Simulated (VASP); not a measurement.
# LiF (Griceite) (Fm-3m) in VASP: settings compared

The runs below take LiF (Griceite) through optical spectrum, QSGW0 quasiparticle levels, RPA correlation energy, band structure, with optPBE-vdW, PBEsol, PBE, HSE06, HSE03.

All numbers are computed with VASP 6.6.1; they aren't measurements. Logs are shortened: lines on timing, memory, paths and dates and some standing lists are left out, and cuts for length are marked.

**1. The structure**

The structure is cubic, space group Fm-3m (No. 225). The conventional cell has a = 4.028 Å, b = 4.028 Å, c = 4.028 Å, α = 90.00°, β = 90.00°, γ = 90.00°. F (site symmetry m-3m) has 6 Li at 2.01 Å as nearest neighbours. Li (site symmetry m-3m) has 6 F at 2.01 Å as nearest neighbours.

**2. Optical spectrum, optPBE-vdW**

INCAR reads:

```
PREC = Accurate
ENCUT = 900
EDIFF = 1E-6
ISMEAR = 0
SIGMA = 0.05
LREAL = F
LASPH = T
NELM = 60
ALGO = Normal
ISIF = 2
LWAVE = F
LCHARG = F
GGA = OR
LUSE_VDW = T
AGGAC = 0.0
LOPTICS = T
NBANDS = 53
NEDOS = 1000
CSHIFT = 0.1
```

KPOINTS reads:

```
regular mesh
0
Gamma
  11 11 11
```

POSCAR reads:

```
LiF
1.0
    0.0000000000      2.0140000000      2.0140000000
    2.0140000000      0.0000000000      2.0140000000
    2.0140000000      2.0140000000      0.0000000000
F Li
1 1
Direct
    0.5000000000      0.5000000000      0.5000000000
    0.0000000000      0.0000000000      0.0000000000
```

Potentials or basis: VASP PAW PBE potentials, release 64 (F_h, Li_sv).

Launch:

```bash
cat potpaw_PBE.64/F_h/POTCAR potpaw_PBE.64/Li_sv/POTCAR > POTCAR
mpirun -np 1 vasp_std > vasp.out
```

OUTCAR:

```text
PREC = Accurate
   ENCUT = 900
   EDIFF = 1E-6
   ISMEAR = 0
   LREAL = F
   LASPH = T
   NELM = 60
   ISIF = 2
   GGA = OR

 ion  position               nearest neighbor table
   1  0.500  0.500  0.500-   2 2.01   2 2.01   2 2.01   2 2.01   2 2.01   2 2.01
   2  0.000  0.000  0.000-   1 2.01   1 2.01   1 2.01   1 2.01   1 2.01   1 2.01

  LATTYP: Found a face centered cubic cell.
 ALAT       =     4.0280000000

  Lattice vectors:

 A1 = (   0.0000000000,   2.0140000000,   2.0140000000)
 A2 = (   2.0140000000,   0.0000000000,   2.0140000000)
 A3 = (   2.0140000000,   2.0140000000,   0.0000000000)

Analysis of symmetry for initial positions (statically):
=====================================================================
 Subroutine PRICEL returns:
 Original cell was already a primitive cell.

 Routine SETGRP: Setting up the symmetry group for a
 face centered cubic supercell.

 Subroutine GETGRP returns: Found 48 space group operations
 (whereof 48 operations were pure point group operations)
 out of a pool of 48 trial point group operations.

The static configuration has the point symmetry O_h .

Analysis of symmetry for dynamics (positions and initial velocities):
=====================================================================
 Subroutine PRICEL returns:
 Original cell was already a primitive cell.

 Routine SETGRP: Setting up the symmetry group for a
 face centered cubic supercell.

 Subroutine GETGRP returns: Found 48 space group operations
 (whereof 48 operations were pure point group operations)
 out of a pool of 48 trial point group operations.

The dynamic configuration has the point symmetry O_h .

 Subroutine INISYM returns: Found 48 space group operations
 (whereof 48 operations are pure point group operations),
 and found     1 'primitive' translations

----------------------------------------------------------------------------------------

                                     Primitive cell

  volume of cell :      16.3384

  direct lattice vectors                    reciprocal lattice vectors
     0.000000000  2.014000000  2.014000000    -0.248262165  0.248262165  0.248262165
     2.014000000  0.000000000  2.014000000     0.248262165 -0.248262165  0.248262165
     2.014000000  2.014000000  0.000000000     0.248262165  0.248262165 -0.248262165

  length of vectors
     2.848226115  2.848226115  2.848226115     0.430002683  0.430002683  0.430002683

  position of ions in fractional coordinates (direct lattice)
     0.500000000  0.500000000  0.500000000
     0.000000000  0.000000000  0.000000000

  ion indices of the primitive-cell ions
   primitive index   ion index
                 1           1
                 2           2

----------------------------------------------------------------------------------------

 KPOINTS: regular mesh

Automatic generation of k-mesh.
 Grid dimensions read from file:
 generate k-points for:   11   11   11

 Generating k-lattice:

  Cartesian coordinates                     Fractional coordinates (reciprocal lattice)
    -0.022569288  0.022569288  0.022569288     0.090909091  0.000000000  0.000000000
     0.022569288 -0.022569288  0.022569288     0.000000000  0.090909091  0.000000000
     0.022569288  0.022569288 -0.022569288     0.000000000  0.000000000  0.090909091

  Length of vectors
     0.039091153  0.039091153  0.039091153

  Shift w.r.t. Gamma in fractional coordinates (k-lattice)
     0.000000000  0.000000000  0.000000000

 Subroutine IBZKPT returns following result:
 ===========================================

 Found     56 irreducible k-points:

 Following reciprocal coordinates:
            Coordinates               Weight
  0.000000  0.000000  0.000000      1.000000
  0.090909  0.000000  0.000000      8.000000
  0.181818  0.000000  0.000000      8.000000
  0.272727  0.000000  0.000000      8.000000
  0.363636  0.000000  0.000000      8.000000
  0.454545  0.000000  0.000000      8.000000
[... 16 lines left out ...]
 -0.272727  0.181818  0.000000     24.000000
 -0.181818  0.181818  0.000000     12.000000
 [... further k-points ...]
   k-points           NKPTS =     56   k-points in BZ     NKDIM =     56   number of bands    NBANDS=     53
   number of dos      NEDOS =   1000   number of ions     NIONS =      2
   total plane-waves  NPLWV =  21952
   dimension x,y,z NGX =    28 NGY =   28 NGZ =   28
   dimension x,y,z NGXF=    56 NGYF=   56 NGZF=   56
   ions per type =               1   1
   NGX,Y,Z   is equivalent  to a cutoff of  16.34, 16.34, 16.34 a.u.
   NGXF,Y,Z  is equivalent  to a cutoff of  32.69, 32.69, 32.69 a.u.
 SYSTEM =  unknown system
   PREC   = accura    normal or accurate (medium, high low for compatibility)
   ISTART =      0    job   : 0-new  1-cont  2-samecut
   ICHARG =      2    charge: 1-file 2-atom 10-const
   ISPIN  =      1    spin polarized calculation?
   LNONCOLLINEAR =      F non collinear calculations
   LSORBIT =      F    spin-orbit coupling
   LASPH  =      T    aspherical Exc in radial PAW
   ENCUT  =  900.0 eV  66.15 Ry    8.13 a.u.   6.97  6.97  6.97*2*pi/ulx,y,z
   NELM   =     60;   NELMIN=  2; NELMDL= -5     # of ELM steps
   EDIFF  = 0.1E-05   stopping-criterion for ELM
   LREAL  =      F    real-space projection
   EDIFFG = 0.1E-04   stopping-criterion for IOM
   NSW    =      0    number of steps for IOM
   IBRION =     -1    ionic relax: 0-MD 1-quasi-New 2-CG
   NFREE  =      0    steps in history (QN), initial steepest desc. (CG)
   ISIF   =      2    stress and relaxation
   ISYM   =      2    0-nonsym 1-usesym 2-fastsym
   POTIM  = 0.5000    time-step for ionic-motion
   TEBEG  =    0.0;   TEEND  =   0.0 temperature during run
   PSTRESS=    0.0 pullay stress
   NELECT =      10.0000    total number of electrons
   NUPDOWN=      -1.0000    fix difference up-down
   EMIN   =  10.00;   EMAX   =-10.00  energy-range for DOS
   EFERMI =   0.00;   METHOD = LEGACY
   ISMEAR =     0;   SIGMA  =   0.05  broadening in eV -4-tet -1-fermi 0-gaus
   EFERMI_NEDOS =   21; number of points for ismear=-14 and -15
   IALGO  =     38    algorithm
   IMIX   =      4    mixing-type and parameters
     AMIX     =   0.40;   BMIX     =  1.00
     AMIX_MAG =   1.60;   BMIX_MAG =  1.00
  volume/ion in A,a.u.               =       8.17        55.13
  Fermi-wavevector in a.u.,A,eV,Ry     =   1.389970  2.626662 26.286674  1.932016
  Thomas-Fermi vector in A             =   2.513950
   LORBIT       =      0    0 simple, 1 ext, 2 COOP (PROOUT), +10 PAW based schemes
   GGA     = OR    functional components
   LHFCALC =     F    Hartree Fock is set to
   AEXX    =    0.0000 exact exchange contribution
   IVDW_NL    =     1    kernel type
   BPARAM     = 6.3000
   IVDW    =     0    specifies the selected vdW correction
   LEPSILON=     F    determine dielectric tensor
   LRPA    =     F    only Hartree local field effects (RPA)
 non-spin polarized calculation
 Gauss-broadening in eV      SIGMA  =   0.05
  energy-cutoff  :      900.00
  volume of cell :       16.34
 maximum number of plane-waves:      1015
   NGX = 13   NGY = 13   NGZ = 13

 number of electron      10.0000000 magnetization

 number of electron       9.9999999 magnetization

 Free energy of the ion-electron system (eV)
  ---------------------------------------------------
  ext. energy  EPLUGINS =         0.00000000
  ---------------------------------------------------
  free energy    TOTEN  =        -6.96815202 eV

  energy without entropy =       -6.96815202  energy(sigma->0) =       -6.96815202

 E-fermi :  -0.4023     XC(G=0):  -9.9797

 val. band max:       -0.6301501239   @ k =   0.0000   0.0000   0.0000
 cond. band min:       8.6958402595   @ k =   0.0000   0.0000   0.0000
 fundamental gap:      9.3259903835
 Fermi energy:        -0.4022863020

 k-point     1 :       0.0000    0.0000    0.0000
  band No.  band energies     occupation
      1     -41.8420      2.00000
      2     -20.5437      2.00000
      3      -0.6302      2.00000
      4      -0.6302      2.00000
      5      -0.6302      2.00000
      6       8.6958      0.00000
[... 9 lines left out ...]
     16      44.1822      0.00000
     17      44.1822      0.00000
[... 441 lines left out ...]
 k-point    24 :      -0.1818    0.1818    0.0000
  band No.  band energies     occupation
      1     -41.8052      2.00000
      2     -20.2528      2.00000
      3      -2.0637      2.00000
      4      -1.3360      2.00000
      5      -0.7057      2.00000
      6      10.5832      0.00000
[... 9 lines left out ...]
     16      39.1597      0.00000
     17      43.4525      0.00000

 [... further k-points ...]

 [bands above 17 left out]

------------------------ aborting loop because EDIFF is reached ----------------------------------------

  FORCE on cell =-STRESS in cart. coord.  units (eV):
  Direction    XX          YY          ZZ          XY          YZ          ZX
  --------------------------------------------------------------------------------------
  -------------------------------------------------------------------------------------
  Total        0.0617650      0.0617650      0.0617650      0.0000000      0.0000000      0.0000000
  in kB        6.0568235      6.0568235      6.0568235      0.0000000      0.0000000      0.0000000
  external PRESSURE =       6.0568235 kB  Pullay stress =       0.0000000 kB

 VOLUME and BASIS-vectors are now :
 -----------------------------------------------------------------------------
  energy-cutoff  :      900.00
  volume of cell :       16.34
      direct lattice vectors                 reciprocal lattice vectors
     0.000000000  2.014000000  2.014000000    -0.248262165  0.248262165  0.248262165
     2.014000000  0.000000000  2.014000000     0.248262165 -0.248262165  0.248262165
     2.014000000  2.014000000  0.000000000     0.248262165  0.248262165 -0.248262165

 POSITION                                       TOTAL-FORCE (eV/Angst)
 -----------------------------------------------------------------------------------
      2.01400      2.01400      2.01400        -0.000000     -0.000000      0.000000
      0.00000      0.00000      0.00000         0.000000      0.000000     -0.000000
 -----------------------------------------------------------------------------------
    total drift:                                0.000000      0.000000      0.000000

  FREE ENERGIE OF THE ION-ELECTRON SYSTEM (eV)
  ---------------------------------------------------
  free  energy   TOTEN  =        -6.9681520206 eV

  energy  without entropy=       -6.9681520206  energy(sigma->0) =       -6.96815202

Total vdW correction in eV:      2.3259061

 electrical conductivity sigma (Mega S m-1) (frequency dependency in vasprun.xml)
  --------------------------------------------------------------------------------------
       0.000       0.000      -0.000
       0.000       0.000       0.000
      -0.000       0.000       0.000

  frequency dependent IMAGINARY DIELECTRIC FUNCTION (independent particle, no local field effects) density-density
     E(ev)      X         Y         Z        XY        YZ        ZX
  --------------------------------------------------------------------------------------------------------------
     0.00000     0.00000     0.00000     0.00000    -0.00000    -0.00000     0.00000
     1.92500     0.00000     0.00000     0.00000     0.00000    -0.00000     0.00000
     3.85000     0.00000     0.00000     0.00000     0.00000    -0.00000     0.00000
     5.77501     0.00000     0.00000     0.00000     0.00000    -0.00000     0.00000
     7.70001     0.00000     0.00000     0.00000     0.00000    -0.00000     0.00000
     9.62501     0.54482     0.54482     0.54482     0.00000     0.00000    -0.00000
[... 92 lines left out ...]
   188.65021     0.00000     0.00000     0.00000     0.00000    -0.00000     0.00000
   190.57521     0.00000     0.00000     0.00000     0.00000    -0.00000     0.00000

  frequency dependent      REAL DIELECTRIC FUNCTION (independent particle, no local field effects) density-density
     E(ev)        X           Y           Z          XY          YZ          ZX
  --------------------------------------------------------------------------------------------------------------
     0.00000     2.05375     2.05375     2.05375    -0.00000     0.00000    -0.00000
     1.92500     2.06999     2.06999     2.06999    -0.00000     0.00000    -0.00000
     3.85000     2.12349     2.12349     2.12349    -0.00000     0.00000    -0.00000
     5.77501     2.23372     2.23372     2.23372    -0.00000     0.00000    -0.00000
     7.70001     2.46781     2.46781     2.46781    -0.00000     0.00000    -0.00000
     9.62501     3.26988     3.26988     3.26988    -0.00000     0.00000    -0.00000
[... 92 lines left out ...]
   188.65021     0.97604     0.97604     0.97604     0.00000    -0.00000     0.00000
   190.57521     0.97663     0.97663     0.97663     0.00000    -0.00000     0.00000

  frequency dependent IMAGINARY DIELECTRIC FUNCTION (independent particle, no local field effects) current-current
     E(ev)      X         Y         Z        XY        YZ        ZX
  --------------------------------------------------------------------------------------------------------------
     0.00000     0.00000     0.00000     0.00000     0.00000    -0.00000     0.00000
     1.92500    -0.00000    -0.00000    -0.00000     0.00000     0.00000    -0.00000
     3.85000    -0.00000    -0.00000    -0.00000     0.00000     0.00000    -0.00000
     5.77501    -0.00000    -0.00000    -0.00000     0.00000     0.00000    -0.00000
     7.70001    -0.00000    -0.00000    -0.00000     0.00000     0.00000    -0.00000
     9.62501     0.54321     0.54321     0.54321     0.00000     0.00000    -0.00000
[... 92 lines left out ...]
   188.65021    -0.00000    -0.00000    -0.00000     0.00000     0.00000    -0.00000
   190.57521    -0.00000    -0.00000    -0.00000     0.00000     0.00000    -0.00000

  frequency dependent      REAL DIELECTRIC FUNCTION (independent particle, no local field effects) current-current
     E(ev)        X           Y           Z          XY          YZ          ZX
  --------------------------------------------------------------------------------------------------------------
     0.00000     2.05379     2.05379     2.05379    -0.00000     0.00000     0.00000
     1.92500     2.06986     2.06986     2.06986    -0.00000     0.00000     0.00000
     3.85000     2.12335     2.12335     2.12335    -0.00000     0.00000     0.00000
     5.77501     2.23354     2.23354     2.23354    -0.00000     0.00000     0.00000
     7.70001     2.46749     2.46749     2.46749    -0.00000     0.00000     0.00000
     9.62501     3.25925     3.25925     3.25925    -0.00000     0.00000     0.00000
[... 92 lines left out ...]
   188.65021     0.97604     0.97604     0.97604     0.00000    -0.00000    -0.00000
   190.57521     0.97663     0.97663     0.97663     0.00000    -0.00000    -0.00000
```

Wall time 46 s (1 thread of Intel Xeon 6975P-C (Granite Rapids), shared host); peak memory 0.39 GiB.

What came out:

* Free energy: -6.9682 eV
* Pressure: 0.6 GPa
* Band gap on the k mesh: 9.33 eV, direct

Dielectric function (mean over the directions given):
```csv
energy (eV),real part,imaginary part
0.39,2.05,0.00
1.35,2.06,0.00
2.31,2.08,0.00
3.27,2.10,0.00
4.43,2.15,0.00
5.39,2.21,0.00
6.35,2.29,0.00
7.51,2.43,0.00
8.47,2.65,0.00
9.43,3.20,0.06
10.59,3.42,0.81
11.55,3.01,4.59
12.51,1.61,2.64
13.67,1.16,1.38
14.63,1.50,0.51
15.59,1.89,0.32
16.75,2.42,0.84
17.71,1.06,1.54
18.67,2.35,1.64
19.83,1.02,2.89
```

Caveat: the cutoff is under 1.25 times the usual one of these potentials, so pressure, stress and relaxed cells hold a basis-set (Pulay) error; spectra need much finer meshes, so this one isn't converged; independent-particle spectra lack excitons; the PAW data sets were made with another functional, which shifts forces and pressure a little; an odd mesh through Γ misses points on the zone boundary, where band edges often lie.

(Continued in part 2 of 3.)
